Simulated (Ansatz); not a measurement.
# CoSi: the order of phases at one pressure, part 2 of 2

Which of rocksalt, CsCl, WC, NiAs, zincblende has the lowest enthalpy for CoSi at one common pressure? Methods of the runs shown: LAPW. Companion runs by PAW are cited.

Ansatz 0.2.0; DFT PBE; a cell built from a prototype (rocksalt type), not taken from measurement. Earlier steps stand in the parts before.

### 5 NiAs at the cell that PAW relaxed, LAPW

The input, input.yaml:

```yaml
crystal:
  lattice:
    - [2.9456265962, 0.0, 0.0]
    - [-1.4728132981, 2.5509874624, 0.0]
    - [0.0, 0.0, 4.7425123429]
  atoms:
    - { symbol: Co, position: [0.0, 0.0, 0.0] }
    - { symbol: Co, position: [0.0, 0.0, 0.5] }
    - { symbol: Si, position: [0.3333333333, 0.6666666667, 0.25] }
    - { symbol: Si, position: [0.6666666667, 0.3333333333, 0.75] }
kpoints:
  mp_grid: { grid: [12, 12, 7] }
scf:
  occupations: { method: fermi_dirac, width: 0.1 }
hamiltonian:
  xc: pbe
  pseudopotentials: { kind: all_electron, lapw: { basis_error: 0.0005 } }
output:
  forces: true
  stress: true
  eigenvalues: true
  populations: true
```

Launch:

```sh
$ ansatz run input.yaml --threads 1 --pin off --max-ram 3584MiB --backend cpu --events-out ev --progress --plain --runs-dir out
```

The log of the run (excerpt; [...] marks lines left out):

```text
Co: projections on atomic orbitals take those of the free atom 1s2 2s2 2p6 3s2 3p6 3d7 4s2, of charge +0.00 (hamiltonian.pseudopotentials.projection_atoms)
Si: projections on atomic orbitals take those of the free atom 1s2 2s2 2p6 3s2 3p2, of charge +0.00 (hamiltonian.pseudopotentials.projection_atoms)
LAPW: plane waves up to 10.589 Å⁻¹, error target 5.0e-4 eV per atom; small_component_spin mean_spin; Si in spheres of 0.958 Å, 12 of its electrons in bands, Dirac shells []; Co in spheres of 1.115 Å, 17 of its electrons in bands, Dirac shells []
[...]
Pseudopotentials: kind: all_electron
Pseudopotential: Co, LAPW, valence charge 17, Koelling and Harmon's equation, gaussian nucleus
Pseudopotential: Si, LAPW, valence charge 12, Koelling and Harmon's equation, gaussian nucleus
Functional definition: PBE
[...]
Crystal: 4 atoms, lattice volume = 35.636 Å³
[...]
SCF converged after 9 iterations
Free energy (F): -91617.220869 eV
[...]
E sigma→0 (E₀):  -91617.196157 eV
Entropy (-TS):   -0.049424 eV (-12.356 meV/atom)
Fermi energy:    22.524719 eV
[...]
--- Forces (eV/Å), atoms counted from 1 ---
  atom   1  Co    -0.00000000    -0.00000000    -0.00000000
  atom   2  Co     0.00000000    -0.00000000    -0.00000000
  atom   3  Si    -0.00000000     0.00000000     0.00000000
  atom   4  Si     0.00000000    -0.00000000     0.00000000
[...]
--- Stress (GPa, compression-positive) ---
      119.942333       0.000000       0.000000
        0.000000     119.942333       0.000000
        0.000000       0.000000     119.952508
  P = ⅓ Tr σ = 119.9457 GPa (1199.457 kbar)
--- Band table (eV; the first three rows and the last of 76) ---
[...]
--- Löwdin populations: 4 sites ---
  site symbol       q [e]
     0     Co     26.7184
     1     Co     26.7184
     2     Si     14.0434
     3     Si     14.0434
  spilling = 0.005810 (of n_electrons = 82.000000)
```

Run time: 60 s. Hardware: 1 thread of Intel Xeon Platinum 8259CL at 2.50GHz (Skylake/Cascade Lake), shared host; peak memory 0.73 GiB.

This run gives: pressure 119.95 GPa; no gap.

### 6 Zincblende relaxed under pressure, LAPW

The input, input.yaml:

```yaml
crystal:
  lattice:
    - [0.0, 2.1920578915, 2.1920578915]
    - [2.1920578915, 0.0, 2.1920578915]
    - [2.1920578915, 2.1920578915, 0.0]
  atoms:
    - { symbol: Co, position: [0.0, 0.0, 0.0] }
    - { symbol: Si, position: [0.25, 0.25, 0.25] }
kpoints:
  mp_grid: { grid: [14, 14, 14] }
scf:
  occupations: { method: fermi_dirac, width: 0.1 }
hamiltonian:
  xc: pbe
  pseudopotentials: { kind: all_electron, lapw: { basis_error: 0.0005 } }
output:
  forces: true
  stress: true
  eigenvalues: true
relax:
  f_tol: 0.005
  max_steps: 12
  cell: { p_target: 120.0, stress_tol: 0.06 }
```

Launch:

```sh
$ ansatz run input.yaml --threads 1 --pin off --max-ram 3584MiB --backend cpu --events-out ev --progress --plain --runs-dir out
```

The log of the run (excerpt; [...] marks lines left out):

```text
[...]
LAPW: plane waves up to 12.162 Å⁻¹, error target 5.0e-4 eV per atom; small_component_spin mean_spin; Si in spheres of 0.857 Å, 12 of its electrons in bands, Dirac shells []; Co in spheres of 0.984 Å, 23 of its electrons in bands, Dirac shells []
[...]
[... 1 set-up line as earlier in the session ...]
Pseudopotential: Co, LAPW, valence charge 23, Koelling and Harmon's equation, gaussian nucleus
[... 2 set-up lines as earlier in the session ...]
[...]
Crystal: 2 atoms, lattice volume = 21.066 Å³
Basis set: ecut = 563.5383678583642 eV, 645 PW (Γ), exchange–correlation at level 2
Bands: 22, of which v1, the nominal top of the filled ones, is band 18 counted from 1 (17 counted from 0)
Symmetry: 24 space group operations
Space group: F-43m (ITA 216), of the structure as read, at distance tolerance 2.8e-5 Å
[...]
  atom   2  Si     0.00000000    -0.00000000    -0.00000000
[...]
--- Stress (GPa, compression-positive) ---
      119.952062      -0.000000      -0.000000
       -0.000000     119.952062      -0.000000
       -0.000000      -0.000000     119.952062
  P = ⅓ Tr σ = 119.9521 GPa (1199.521 kbar)
--- Band table (eV; the first three rows and the last of 104) ---
[... band rows left out ...]
[...]
--- Relaxed structure (2 steps of the walk, 2 accepted, 1 SCFs on fresh bases) ---
  F+E_penalty+E_count = -45806.05962074 eV   max|allowed force component| = 3.339e-17 eV/Å   (the final SCF, on the basis selected at the relaxed cell)
  cell:  # Å, volume = 21.0764 Å³
    - [-8.399402335476319e-35, 2.1924103700207573, 2.1924103700207573]
    - [2.1924103700207573, -1.9692816755261318e-33, 2.1924103700207573]
    - [2.1924103700207573, 2.1924103700207573, -1.3757504488818095e-33]
  atoms:
    - { symbol: Co, position: [2.9927124180921848e-34, -2.4252868220013123e-34, -2.846280006197766e-34] }
    - { symbol: Si, position: [0.25, 0.25, 0.25] }
```

Run time: 1.9 min. Hardware: 1 thread of Intel Xeon Platinum 8259CL at 2.50GHz (Skylake/Cascade Lake), shared host; peak memory 0.57 GiB.

The steps of the relaxation:

```
step  energy from step 1 (eV/cell)  largest force component (eV/Å)  pressure (GPa)  volume (Å³)
   1                        0.0000                          0.0000          120.20        21.07
   2                       -0.0076                          0.0000          119.95        21.08
   3                       -0.0076                          0.0000          119.95        21.08
```

Step 1 is the start. Step 3 repeats the geometry before on a plane-wave basis chosen anew for that cell, so the energy can jump there without any move; the table keeps such jumps.

| input's cell | before | after | change |
| --- | --- | --- | --- |
| a (Å) | 3.100 | 3.101 | +0.0 % |
| b (Å) | 3.100 | 3.101 | +0.0 % |
| c (Å) | 3.100 | 3.101 | +0.0 % |
| volume (Å³/atom) | 10.53 | 10.54 | +0.0 % |

Result: pressure 119.95 GPa; no gap.

### 7 Side by side

The PAW rows are taken from companion runs at the same settings.

Enthalpy per atom, H = F + pV at p = 120 GPa, from each method's lowest phase:

```
             method       start  space group, start → end  volume (Å³/atom)  pressure (GPa)  enthalpy (meV/atom)
               LAPW    rocksalt             Fm-3m → Fm-3m             8.925           120.0               1419.5
               LAPW        CsCl             Pm-3m → Pm-3m             8.049           120.0                  0.0
               LAPW          WC             P-6m2 → P-6m2             8.269           120.0                274.4
LAPW, at PAW's cell        NiAs                  P6_3/mmc             8.909           119.9                899.9
               LAPW  zincblende             F-43m → F-43m            10.538           120.0               3395.5
                PAW    rocksalt             Fm-3m → Fm-3m             8.925           120.0               1419.3
                PAW        CsCl             Pm-3m → Pm-3m             8.049           120.0                  0.0
                PAW          WC             P-6m2 → P-6m2             8.272           120.0                276.7
                PAW        NiAs       P6_3/mmc → P6_3/mmc             8.909           120.0                899.6
                PAW  zincblende             F-43m → F-43m            10.533           120.0               3393.3
```

### 8 Summary of results

What follows sums up all 2 parts.

| quantity | value |
| --- | --- |
| pressure | 120 GPa |
| lowest (LAPW) | CsCl, 274.4 meV/atom under WC |
| lowest (PAW) | CsCl, 276.7 meV/atom under WC |

What this shows: By LAPW the order is CsCl < WC < NiAs < rocksalt < zincblende. By PAW the order is CsCl < WC < NiAs < rocksalt < zincblende. The methods agree on the lowest phase. Only these structures were tried, with electrons smeared by 0.1 eV and without vibrations, so the true ground state may be another. The k meshes differ between phases and weren't tested, which can move differences by some meV. Spin polarisation is left out here, though a magnetic state may lie well lower.
